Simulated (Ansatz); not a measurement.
`CC(=O)O[AsH2]` + H₂ → `[AsH3]` + `CC(=O)O` at 400 K and 1 bar (hydrogenolysis of the As–O bond).

Isolated molecules relaxed with PBE0-D4/def2-TZVP in Ansatz; ΔE leaves out vibrations. CCSD(T)/CBS adds triple-zeta CCSD(T) − MP2 to the extrapolated MP2 energy (def2 sets, frozen cores). This one scheme is used for every species. For As outer-core shells are correlated without core-valence functions, which leaves a few kJ/mol of doubt a bond. Scalar relativity is left out up to krypton. Each species was taken in one conformer, which may not be the lowest.

| species | CCSD(T)/CBS energy (Eh) | H − E (kJ/mol) | S (J/(mol·K)) |
| --- | --- | --- | --- |
| `CC(=O)O[AsH2]` | -2464.47320 | 208.4 | 378.1 |
| H₂ | -1.17544 | 38.0 | 139.0 |
| `[AsH3]` | -2236.79077 | 72.0 | 234.9 |
| `CC(=O)O` | -228.87529 | 185.0 | 309.7 |

H − E and S are ideal-gas, rigid-rotor, harmonic terms from PBE0-D4/def2-TZVP, for one conformer and one mirror image of each species. For small species the MP2-based limit differs from directly extrapolated CCSD(T) by up to some mEh (0.8 for H₂); such offsets cancel only in part. 1 Eh = 2625.50 kJ/mol, R = 8.31446 J/(mol·K).

**Question.** By hand: ΔE, ΔH, ΔS and ΔG.

**Answer.** ΔE = (-2236.79077) + (-228.87529) − (-2464.47320) − (-1.17544) = -0.01742 Eh = -45.7 kJ/mol. Δ(H − E) = 72.0 + 185.0 − 208.4 − 38.0 = 10.6, so ΔH = -35.1 kJ/mol. ΔS = 234.9 + 309.7 − 378.1 − 139.0 = 27.5 J/(mol·K). ΔG = -35.1 − 400 × (27.5)/1000 = -46.1 kJ/mol.

**Question.** By hand: the equilibrium constant, and the temperature at which ΔG would vanish if ΔH and ΔS stayed fixed.

**Answer.** log₁₀ K = −ΔG/(RT ln 10) = 6.0. ΔH and −TΔS have one sign here, so there is no such temperature.

ΔH outweighs TΔS. A doubt of 5 kJ/mol in ΔE shifts log₁₀ K by 0.7 here. Other conformers and mirror images would add mixing entropy, several J/(mol·K) or more a flexible species. These are equilibria of isolated gas molecules and say nothing of rates. Largest T1 diagnostic: 0.015 (customary marks: 0.02 for closed shells, 0.045 for open ones).
